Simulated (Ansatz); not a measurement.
# TiC: the cost of one run

Program: Ansatz 0.2.0. Level of theory: DFT PBE, scalar-relativistic, plane waves, PAW. These are calculated values, not measurements.

1 further run of the same task is left out (it didn't finish).

## 1. The system as given

It takes space group F-43m (No. 216, cubic). The conventional cell has a = 4.747 Å, b = 4.747 Å, c = 4.747 Å, α = 90.00°, β = 90.00°, γ = 90.00°. Ti (site symmetry -43m) is surrounded by 4 C at 2.06 Å. C (site symmetry -43m) is surrounded by 4 Ti at 2.06 Å.

As a file:

```xyz
2
Lattice="0.0000 2.3733 2.3733 2.3733 0.0000 2.3733 2.3733 2.3733 0.0000" Properties=species:S:1:pos:R:3 pbc="T T T"
Ti    0.0000    0.0000    0.0000
C     1.1866    1.1866    1.1866
```

The cell was made up by rule, so the compound may not exist in this form.

This is a trial structure, the zincblende prototype, and another one may lie lower.

## 2. Seeking zero pressure, try 1

The input, input.yaml:

```yaml
crystal:
  lattice:
    - [0.0, 2.3732560165, 2.3732560165]
    - [2.3732560165, 0.0, 2.3732560165]
    - [2.3732560165, 2.3732560165, 0.0]
  atoms:
    - { symbol: Ti, position: [0.0, 0.0, 0.0] }
    - { symbol: C, position: [0.25, 0.25, 0.25] }
basis:
  ecutwfc: 420
kpoints:
  mp_grid: { grid: [6, 6, 6] }
hamiltonian:
  xc: pbe
scf:
  occupations: { method: gaussian, width: 0.05 }
output:
  forces: true
  stress: true
  eigenvalues: true
```

The run is started by

```bash
ansatz run input.yaml --threads 1 --pin off --max-ram 1228MiB --backend cpu --events-out ev --progress --plain --runs-dir out
```

What time and memory should one allow on 1 thread of an Arm CPU, shared host?

About 1.4 s, with a peak of 0.3 GiB.
